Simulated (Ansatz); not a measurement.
# Ge: the cost of one run

Method: DFT PBE, scalar-relativistic, plane waves, PAW, in Ansatz 0.2.0.

2 further runs of the same task are left out: 2 set aside as unsound or not needed.

### 1 The system as given

Symmetry: P6_3/mmc, No. 194, hexagonal system. Conventional cell: a = 4.058 Å, b = 4.058 Å, c = 6.696 Å, α = 90.00°, β = 90.00°, γ = 120.00°. Ge (site symmetry 3m) has 4 Ge at 2.49 to 2.51 Å as nearest neighbours.

Coordinates:

```cif
data_structure
_symmetry_space_group_name_H-M 'P6_3/mmc'
_symmetry_Int_Tables_number 194
_cell_length_a 4.0581
_cell_length_b 4.0581
_cell_length_c 6.6963
_cell_angle_alpha 90.000
_cell_angle_beta 90.000
_cell_angle_gamma 120.000
_cell_volume 95.50
loop_
_atom_site_label
_atom_site_type_symbol
_atom_site_symmetry_multiplicity
_atom_site_Wyckoff_symbol
_atom_site_fract_x
_atom_site_fract_y
_atom_site_fract_z
_atom_site_occupancy
Ge1 Ge 4 f 0.66667 0.33333 0.06290 1
```

It goes back to an entry of the Materials Project, which need not be the stable form.

This cell was relaxed beforehand with the same method: volume 23.88 Å³/atom, gap on the mesh none (metal).

### 2 Optical spectrum

Contents of input.yaml:

```yaml
crystal:
  lattice:
    - [4.0581236781, 0.0, 0.0]
    - [-2.0290618391, 3.5144381969, 0.0]
    - [0.0, 0.0, 6.6962816871]
  atoms:
    - { symbol: Ge, position: [0.6666666667, 0.3333333333, 0.0629033158] }
    - { symbol: Ge, position: [0.3333333333, 0.6666666667, 0.5629033158] }
    - { symbol: Ge, position: [0.6666666667, 0.3333333333, 0.4370966842] }
    - { symbol: Ge, position: [0.3333333333, 0.6666666667, 0.9370966842] }
basis:
  ecutwfc: 420
kpoints:
  mp_grid: { grid: [12, 12, 6] }
hamiltonian:
  xc: pbe
scf:
  occupations: { method: fermi_dirac, width: 0.15 }
  n_extra_bands: 16
output:
  eigenvalues: true
  optics: { e_range: [0, 14], sigma: 0.1, nscf_kmesh: { grid: [18, 18, 10] } }
checkpoint:
  read: start.run
  write: ck
  compress: false
  write_wavefunctions: false
  write_every: 100000
```

Launch:

```bash
$ ansatz run input.yaml --threads 1 --pin off --max-ram 3072MiB --backend cpu --events-out ev --progress --plain --runs-dir out
```

What time and memory should one allow on 1 thread of AMD EPYC 9R45 (Zen 5), shared host?

About 4 min, with a peak of 1.9 GiB.
